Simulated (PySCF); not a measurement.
How the functional moves excitation energies

Species: triethylamine, C6H15N.
Z-matrix (Å and degrees, PBE0-D3(BJ)/def2-SVP geometry), rows numbered from 1:
```
C 
C   1  1.5277
N   2  1.4496  1  116.63
C   3  1.4492  2  114.14  1    69.26
C   4  1.5205  3  113.25  2   149.77
C   3  1.4477  2  115.31  1   -64.31
C   6  1.5184  3  113.82  2   -60.35
H   1  1.1014  2  111.66  3   -58.99
H   1  1.1012  2  111.92  3    61.74
H   1  1.1009  2  110.49  3  -178.67
H   2  1.1023  1  109.27  3  -123.46
H   2  1.1031  1  109.27  3   121.79
H   4  1.1140  3  112.23  2   -85.83
H   4  1.1023  3  107.53  2    29.97
H   5  1.1009  4  110.62  3  -177.26
H   5  1.1002  4  110.29  3   -56.97
H   5  1.1007  4  112.17  3    63.13
H   6  1.1011  3  107.40  2   179.87
H   6  1.1151  3  112.16  2    64.66
H   7  1.1003  6  110.33  3  -172.21
H   7  1.1006  6  112.47  3    68.19
H   7  1.1008  6  110.31  3   -52.38
```

Linear-response calculations in the def2-SVPD basis (PySCF; singlets by full response, triplets Tamm–Dancoff, core orbitals frozen in the response; HF means time-dependent Hartree–Fock). 'Strongest' is the level of largest summed f among the singlets computed (10 roots, of which the last may lack a degenerate partner); it can jump between rows when another state enters that window. S1 is the lowest singlet of each run and needn't be the same state throughout; f(S1) is that of one state. Geometry: PBE0-D3(BJ)/def2-SVP, one conformer, isolated molecule.

| functional | kind | S1 (eV) | f(S1) | strongest (eV) | T1 (eV) | HOMO (eV) | gap (eV) | ionisation energy, ΔSCF (eV) |
| --- | --- | --- | --- | --- | --- | --- | --- | --- |
| LDA | LDA | 4.60 | 0.017 | 6.33 | 4.53 | -4.66 | 4.57 | 7.81 |
| PBE | GGA | 4.62 | 0.017 | 6.39 | 4.53 | -4.56 | 4.58 | 7.64 |
| B3LYP | global hybrid, 20% exact exchange | 5.28 | 0.018 | 7.01 | 5.19 | -5.68 | 6.12 | 7.80 |
| PBE0 | global hybrid, 25% exact exchange | 5.54 | 0.018 | 7.28 | 5.44 | -5.88 | 6.61 | 7.73 |
| BHandHLYP | global hybrid, 50% exact exchange | 6.26 | 0.019 | 7.90 | 6.14 | -7.18 | 8.40 | 7.69 |
| CAM-B3LYP | range-separated hybrid | 5.91 | 0.017 | 7.56 | 5.80 | -7.26 | 8.63 | 7.86 |
| wB97X-D | range-separated hybrid | 6.17 | 0.018 | 7.85 | 6.13 | -7.73 | 10.11 | 7.80 |
| LC-wPBE | range-separated hybrid | 6.73 | 0.016 | 8.38 | 6.58 | -8.54 | 11.02 | 7.90 |

Question: What does HF (Hartree–Fock) give?

Answer: S1 (eV) 7.72, f(S1) 0.020, strongest (eV) 9.62, T1 (eV) 7.45, HOMO (eV) -9.24, gap (eV) 12.00, ionisation energy, ΔSCF (eV) not settled. S1 runs from 4.60 eV (LDA) to 7.72 eV (HF), a spread of 3.13 eV, while the orbital gap spreads over 7.4 eV. Along PBE (0%), B3LYP (20%), PBE0 (25%), BHandHLYP (50%), HF (100%) S1 rises with the share of exact exchange. −ε(HOMO) comes closest to its own ΔSCF ionisation energy with wB97X-D (-0.07 eV) and misses most with LDA (-3.15 eV). 'Not settled' means that the ion's SCF failed to converge or may have ended in another state than the lowest.
